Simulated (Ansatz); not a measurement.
## Point defect: Ga on an Al site in AlAs

Level of theory: Ansatz, DFT PBE, scalar-relativistic, plane waves, PAW. Run with 420 eV cutoff, 2×2×2 k-mesh, shifted by half a step, Gaussian smearing of 0.01 eV, collinear spin in charge +1, -1 alone.

Host crystal, relaxed:

```cif
data_structure
_symmetry_space_group_name_H-M 'P 1'
_symmetry_Int_Tables_number 1
_cell_length_a 4.0502
_cell_length_b 4.0502
_cell_length_c 4.0502
_cell_angle_alpha 60.000
_cell_angle_beta 60.000
_cell_angle_gamma 60.000
_cell_volume 46.98
loop_
_atom_site_label
_atom_site_type_symbol
_atom_site_fract_x
_atom_site_fract_y
_atom_site_fract_z
_atom_site_occupancy
Al1 Al 0.00000 0.00000 0.00000 1
As1 As 0.75000 0.75000 0.75000 1
```

Supercell of 32 atoms, rows in host cell vectors: 1 1 -3; 1 1 1; 1 -3 1. Atoms relax at the host's cell from a start displaced at random by 0.05 Å near the defect, so other minima may exist. The cell is small, so energies carry finite-size errors of tenths of an eV. The host's Kohn–Sham gap is 1.50 eV.

Defect: Ga on an Al site, charge 0.

Command:

```bash
ansatz run input.yaml --threads 4 --pin off --max-ram 10240MiB --backend cpu --events-out ev --progress --plain --runs-dir out
```

The input:

```yaml
crystal:
  lattice:
    - [-5.727912321, -5.727912321, 5.727912321]
    - [5.727912321, 5.727912321, 5.727912321]
    - [-5.727912321, 5.727912321, -5.727912321]
  atoms:
    - { symbol: Ga, position: [0.7417961145, 0.5000208539, 0.749755514] }
    - { symbol: Al, position: [0.0, 0.5, 0.5] }
    - { symbol: Al, position: [0.75, 0.75, 0.5] }
    - { symbol: Al, position: [0.25, 0.5, 0.25] }
    - { symbol: Al, position: [0.0, 0.75, 0.25] }
    - { symbol: Al, position: [0.75, 0.0, 0.25] }
    - { symbol: Al, position: [0.5, 0.5, 0.0] }
    - { symbol: Al, position: [0.25, 0.75, 0.0] }
    - { symbol: Al, position: [0.0, 0.0, 0.0] }
    - { symbol: Al, position: [0.75, 0.25, 0.0] }
    - { symbol: Al, position: [0.5, 0.75, 0.75] }
    - { symbol: Al, position: [0.25, 0.0, 0.75] }
    - { symbol: Al, position: [0.0, 0.25, 0.75] }
    - { symbol: Al, position: [0.5, 0.0, 0.5] }
    - { symbol: Al, position: [0.25, 0.25, 0.5] }
    - { symbol: Al, position: [0.5, 0.25, 0.25] }
    - { symbol: As, position: [-8.91508e-05, 0.7510243234, 0.0021565938] }
    - { symbol: As, position: [0.25, 0.75, 0.75] }
    - { symbol: As, position: [0.0, 0.0, 0.75] }
    - { symbol: As, position: [0.5, 0.75, 0.5] }
    - { symbol: As, position: [0.25, 0.0, 0.5] }
    - { symbol: As, position: [0.0, 0.25, 0.5] }
    - { symbol: As, position: [0.75, 0.75, 0.25] }
    - { symbol: As, position: [0.5, 0.0, 0.25] }
    - { symbol: As, position: [0.25, 0.25, 0.25] }
    - { symbol: As, position: [0.0, 0.5, 0.25] }
    - { symbol: As, position: [0.75, 0.0, 0.0] }
    - { symbol: As, position: [0.5, 0.25, 0.0] }
    - { symbol: As, position: [0.25, 0.5, 0.0] }
    - { symbol: As, position: [0.7477020026, 0.2523297306, 0.7502073203] }
    - { symbol: As, position: [0.5033078733, 0.5138921708, 0.7549797447] }
    - { symbol: As, position: [0.7548148209, 0.4999180194, 0.498730558] }
  host:
    lattice:
      - [0.0, 2.8639561605, 2.8639561605]
      - [2.8639561605, 0.0, 2.8639561605]
      - [2.8639561605, 2.8639561605, 0.0]
    atoms:
      - { symbol: Al, position: [0.0, 0.0, 0.0] }
      - { symbol: As, position: [0.75, 0.75, 0.75] }
basis:
  ecutwfc: 420
  xc_grid: 2
kpoints:
  mp_grid: { grid: [2, 2, 2], shift: [0.5, 0.5, 0.5] }
hamiltonian:
  xc: pbe
scf:
  occupations: { method: gaussian, width: 0.01 }
output:
  forces: true
  stress: false
  eigenvalues: true
  charged_corrections:
    defect_position: [0.75, 0.5, 0.75]
    epsilon: [[11.5641, 0.0, 0.0], [0.0, 11.5641, 0.0], [0.0, 0.0, 11.5641]]
  write_density: true
  write_potential: true
  elf: true
  volumetric_format: npy
relax:
  adjacent_minimum: "off"
  f_tol: 0.025
  max_steps: 45
```

From the output:

```
Warning: RAYON_NUM_THREADS=4 ignored (pool sized by the plan → 4); use --threads N
Crystal: 32 atoms, lattice volume = 751.708 Å³
Basis set: ecut = 420 eV, 14771 PW (Γ), exchange–correlation on 144×144×144 points (8 copies of the dense FFT grid, shifted against one another)
Bands: 181, of which v1, the nominal top of the filled ones, is band 149 counted from 1 (148 counted from 0)
Symmetry: 1 space group operations
Space group: P1 (ITA 1), of the structure as read, at distance tolerance 9.1e-5 Å
k-points: 4 of 8 (time reversal used)
relax step   1: F+E_penalty+E_count = -89558.95832511 eV  Δ(F+E_penalty+E_count) = +0.000e0 eV  max|allowed force component| = 1.053e0 eV/Å  Δτ_max = 0.0000 Å
relax step   2: F+E_penalty+E_count = -89559.06394026 eV  Δ(F+E_penalty+E_count) = -1.056e-1 eV  max|allowed force component| = 1.307e-1 eV/Å  Δτ_max = 0.1234 Å
relax step   3: F+E_penalty+E_count = -89559.07115379 eV  Δ(F+E_penalty+E_count) = -7.214e-3 eV  max|allowed force component| = 2.344e-3 eV/Å  Δτ_max = 0.0300 Å
relax step   4: F+E_penalty+E_count = -89559.07115434 eV  Δ(F+E_penalty+E_count) = -5.446e-7 eV  max|allowed force component| = 2.328e-3 eV/Å  Δτ_max = 0.0000 Å
SCF converged after 3 iterations
Free energy (F): -89559.071154 eV
E sigma→0 (E₀):  -89559.071154 eV
Fermi energy:    6.762528 eV
```

The relaxation gained 0.11 eV in 4 steps. Time: 78 s on 4 threads of Intel(R) Xeon(R) Platinum 8259CL CPU @ 2.50GHz (Skylake/Cascade Lake), with other jobs on the host, peak memory 2.7 GiB.